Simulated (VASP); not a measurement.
# MgS in VASP: one cell, several levels of theory

Zincblende MgS, under -4.0 % strain along z alone is computed at one geometry. Runs: PBE, r2SCAN. The results are then set beside those of Ansatz 0.2.0 for the same cell. This is a trial cell built on a prototype, not taken from a measured structure, and it needn't be the compound's ground state.

Program: VASP 6.6.1. PAW datasets, plane waves. (Calculated; spin-unpolarised; the phase may be known or hypothetical.)

## 1. Starting point

The cell comes from an earlier relaxation with r2SCAN in another program, then strained, with the atoms relaxed again.

Space group I-4m2 (No. 119), tetragonal; conventional cell a = 4.003 Å, c = 5.435 Å, 21.78 Å³ an atom. Mg has 4 S at 2.42 Å; S has 4 Mg at 2.42 Å.

The structure in full:

```cif
data_structure
_symmetry_space_group_name_H-M 'I-4m2'
_symmetry_Int_Tables_number 119
_cell_length_a 4.0035
_cell_length_b 4.0035
_cell_length_c 5.4353
_cell_angle_alpha 90.000
_cell_angle_beta 90.000
_cell_angle_gamma 90.000
_cell_volume 87.12
loop_
_atom_site_label
_atom_site_type_symbol
_atom_site_symmetry_multiplicity
_atom_site_Wyckoff_symbol
_atom_site_fract_x
_atom_site_fract_y
_atom_site_fract_z
_atom_site_occupancy
Mg1 Mg 2 a 0.00000 0.00000 0.00000 1
S1 S 2 c 0.00000 0.50000 0.25000 1
```

## 2. PBE

INCAR reads:

```
ENCUT = 520.000000
SIGMA = 0.020000
EDIFF = 1.00e-07
GGA = PE
PREC = Accurate
IBRION = -1
ISIF = 2
ISMEAR = -1
NBANDS = 11
NELM = 120
NSW = 0
LASPH = .TRUE.
LCHARG = .FALSE.
LWAVE = .FALSE.
LREAL = .FALSE.
```

KPOINTS reads:

```
KPOINTS created by Atomic Simulation Environment
0
Gamma
8 8 8
0 0 0
```

KPOINTS_OPT reads:

```
special points
6
Reciprocal
0.0000000000 0.0000000000 0.0000000000 1
-0.5000000000 -0.5000000000 0.0000000000 1
-0.3750000000 -0.3750000000 0.2500000000 1
-0.3750000000 0.0000000000 0.3750000000 1
0.0000000000 0.0000000000 0.5000000000 1
-0.5000000000 -0.2500000000 0.2500000000 1
```

POSCAR reads:

```
Mg S
 1.0000000000000000
     0.0000000000000000    2.8308768411999998    2.7176417676000000
     2.8308768411999998    0.0000000000000000    2.7176417676000000
     2.8308768411999998    2.8308768411999998    0.0000000000000000
 Mg  S
   1   1
Cartesian
  0.0000000000000000  0.0000000000000000  0.0000000000000000
  1.4154384205999999  1.4154384205999999  1.3588208838000000
```

Potentials: the recommended PBE PAW datasets, 8 valence electrons in the neutral cell.

On the command line:

```sh
$ mpirun -np 1 vasp_std
```

## 3. Single point with r2SCAN

INCAR reads:

```
ENCUT = 520.000000
SIGMA = 0.010000
EDIFF = 1.00e-07
ALGO = Normal
METAGGA = R2SCAN
PREC = Accurate
IBRION = -1
ISIF = 2
ISMEAR = 0
NBANDS = 11
NELM = 120
NSW = 0
LASPH = .TRUE.
LCHARG = .FALSE.
LWAVE = .FALSE.
LREAL = .FALSE.
```

KPOINTS is that of step 2.

KPOINTS_OPT is that of step 2.

POSCAR is that of step 2.

What does the calculation give? Wanted: for each run, gap; pressure; Ansatz: gap; Ansatz: pressure.

**Answer**, as computed:

```
 level  gap (eV)  pressure (GPa)  Ansatz: gap (eV)  Ansatz: pressure (GPa)
   PBE      3.59            3.52              3.60                    3.66
r2SCAN      4.15            2.33              4.15                    2.61
```

What this shows: The gap spans 3.59 eV (PBE) to 4.15 eV (r2SCAN). At this one volume the pressure spans 2.3 GPa (r2SCAN) to 3.5 GPa (PBE): PBE wants the largest cell and r2SCAN the smallest. The two programs agree on the gap within 0.02 eV, far less than the spread between functionals. Datasets and cutoffs are each program's own. VASP's cell holds 8 valence electrons and Ansatz's 16.
